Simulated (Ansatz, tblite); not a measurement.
# ZnO with GFN2-xTB from a Python script

These are simulated results from tblite 0.8.0, not measurements. The cell began as a database structure and was relaxed with r2SCAN in plane waves (Ansatz 0.2.0). All runs are without spin polarisation.

The symmetry is P4_2/mnm (No. 136, tetragonal); a = 5.513 Å, c = 3.249 Å in the conventional setting, 12.34 Å³ an atom. Around Zn lie 4 O at 1.94–2.01 Å; around O lie 4 Zn at 1.94–2.01 Å.

tblite solves periodic systems at the zone centre alone, so the script builds a cluster of 2×2×3 conventional cells (96 atoms), which folds in a coarse mesh of k points.

run.py reads:

```python
import json
from ase import Atoms
from ase.build import make_supercell
from ase.units import Bohr, GPa, Hartree
from tblite.interface import Calculator

atoms = Atoms(['Zn', 'Zn', 'Zn', 'Zn', 'O', 'O', 'O', 'O'],
              cell=[[5.51312572, 0.0, 0.0], [0.0, 5.51312572, 0.0], [0.0, 0.0, 3.24879187]],
              scaled_positions=[[0.181794139, 0.181794139, 0.5], [0.818205861, 0.818205861, 0.5], [0.681794139, 0.318205861, 0.0], [0.318205861, 0.681794139, 0.0], [0.817478239, 0.182521761, 0.5], [0.182521761, 0.817478239, 0.5], [0.682521761, 0.682521761, 0.0], [0.317478239, 0.317478239, 0.0]],
              pbc=True)
cluster = make_supercell(atoms, [[2, 0, 0], [0, 2, 0], [0, 0, 3]])
calc = Calculator('GFN2-xTB', cluster.numbers, cluster.positions / Bohr, lattice=cluster.cell[:] / Bohr, periodic=cluster.pbc)
calc.set('temperature', 0.02 / Hartree)
calc.set('max-iter', 150)
res = calc.singlepoint()
levels = res.get('orbital-energies') * Hartree
nv = round(res.get('orbital-occupations').sum() / 2)
cells = len(cluster) // len(atoms)
out = {'energy_per_cell': res.get('energy') * Hartree / cells, 'homo': levels[nv - 1], 'lumo': levels[nv],
       'stress': (-res.get('virial') * Hartree / cluster.get_volume() / GPa).tolist(), 'charges': res.get('charges')[:len(atoms)].tolist(), 'electrons': 2 * nv / cells}
json.dump(out, open('results.json', 'w'))
for key, value in out.items():
    print(key, value)
```

Command: `python run.py`. It took 6.6 s on 1 thread of Arm Neoverse V2, with other jobs on the host, peak memory 0.11 GiB.

What it printed:

```
------------------------------------------------------------
  cycle        total energy    energy error   density error
------------------------------------------------------------
      1     -199.6110554624  -1.9984814E+02   5.1432501E-01
      2     -226.4408852202  -2.6829830E+01   2.1113135E-01
      3     -226.6670366093  -2.2615139E-01   1.4751810E-01
      4     -226.4130646193   2.5397199E-01   5.5858155E-02
      5     -226.5985394761  -1.8547486E-01   4.0458385E-02
      6     -226.7041157549  -1.0557628E-01   7.2783916E-03
      7     -226.6714996829   3.2616072E-02   2.3931492E-02
      8     -226.7045541160  -3.3054433E-02   1.2436929E-03
      9     -226.7044775953   7.6520745E-05   1.6411167E-03
     10     -226.7045946914  -1.1709613E-04   7.0457933E-04
     11     -226.7046179356  -2.3244136E-05   3.6263324E-04
     12     -226.7046207160  -2.7804343E-06   2.6687663E-04
     13     -226.7046214480  -7.3196344E-07   2.0244430E-04
     14     -226.7046225347  -1.0867313E-06   1.1242496E-04
     15     -226.7046232044  -6.6975991E-07   1.9026009E-05
------------------------------------------------------------

 total:                                   6.073 sec
energy_per_cell -514.0789179604109
homo -13.013263897576378
lumo -12.802817942706454
stress [[-9.625215180272068, 4.451552513919337e-06, 3.3557727232075597e-15], [4.451552513753392e-06, -9.625215180272072, -7.253480418776089e-15], [3.347239009734645e-15, -7.301679467409493e-15, -8.419650827832438]]
charges [0.45261914792847446, 0.4526198105827498, 0.45262155435051676, 0.4526215543504976, -0.45262059661733556, -0.45262059661732246, -0.45262040604133635, -0.4526199433999796]
electrons 32.0
```

The cycle table is in hartree for the whole cluster, and the lines after it are in eV (the energy for one cell). The printed stress is in GPa and positive in compression, and the pressure is its mean diagonal.

GFN2-xTB gives a gap of 0.21 eV. On the same cell, plane-wave PBE (Ansatz, 6×6×8 k points and the special points) gives a gap of 0.81 eV and r2SCAN a gap of 1.21 eV; on shared hosts these took about 13 and 38 core-seconds on the 8-atom cell, against 6.6 for the script. Semilocal gaps usually lie below measured ones. xTB was fitted to molecules, so gaps, charges and pressures of solids can be far off, and the gap also depends on the size of the cluster.

The same script was run on cells scaled at fixed shape and fractional coordinates:

| volume (Å³/atom) | energy (meV/atom) | pressure (GPa, positive in compression) | gap (eV) |
| --- | --- | --- | --- |
| 10.86 | -53.7 | -1.61 | 0.52 |
| 11.60 | -35.6 | -5.82 | 0.35 |
| 12.34 | 0.0 | -9.22 | 0.21 |
| 13.08 | 48.7 | -11.67 | 0.09 |
| 13.82 | 106.9 | -13.46 | 0.02 |

The minimum lies beyond the smallest of these volumes.

xTB was fitted mostly to molecules, and a small cluster samples few k points, so gaps, pressures and kinks along a curve can be far from a solid's.
